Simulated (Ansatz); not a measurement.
**Cd2Te3 and its competing phases**

The calculation used DFT PBE, scalar-relativistic, plane waves, PAW in Ansatz 0.2.0. Settings: cutoff 420 eV, Γ-centred meshes spaced at most about 0.3 Å⁻¹, and about 0.25 Å⁻¹ or finer for metals (2π included), Gaussian smearing. No spin polarisation.

The zero of energy is the elements' standard structures at the same level; no fitted shifts are applied.

Temperature and zero-point effects are left out. Spin–orbit coupling, which can matter for Te, is left out. The reference form of Te is held partly by dispersion forces, which this level lacks.

The competitors are the elements and 1 reference phase of this chemical system (from databases or known types: CdTe), relaxed at the same level; other known phases may be missing.

The candidate was reached from: random cell.

```
Cd Te
1.0
     6.23345    0.00000    0.00000
    -3.11673    5.39833    0.00000
     0.00000    0.00000    5.88678
Cd Te
2 3
Direct
  0.00000 0.00000 0.26687
  0.00000 0.00000 0.73313
  0.50000 0.00000 0.00000
  0.00000 0.50000 0.00000
  0.50000 0.50000 0.00000
```

Question: Into what would it decompose?

Answer: Its formation energy is 0.196 eV/atom. The lowest competing mixture at this composition is this:

```
phase      space group   source  share of atoms  ΔE_f (eV/atom)
   Te                -  element          0.2000           0.000
 CdTe  F-43m (No. 216)      COD          0.8000          -0.464
```

The mixture lies at -0.371 eV/atom, and the candidate lies 0.57 eV/atom above it. The candidate matches no cell in the subsets of the Crystallography Open Database and the Materials Project at hand. The margin is far too high for a likely synthesis.
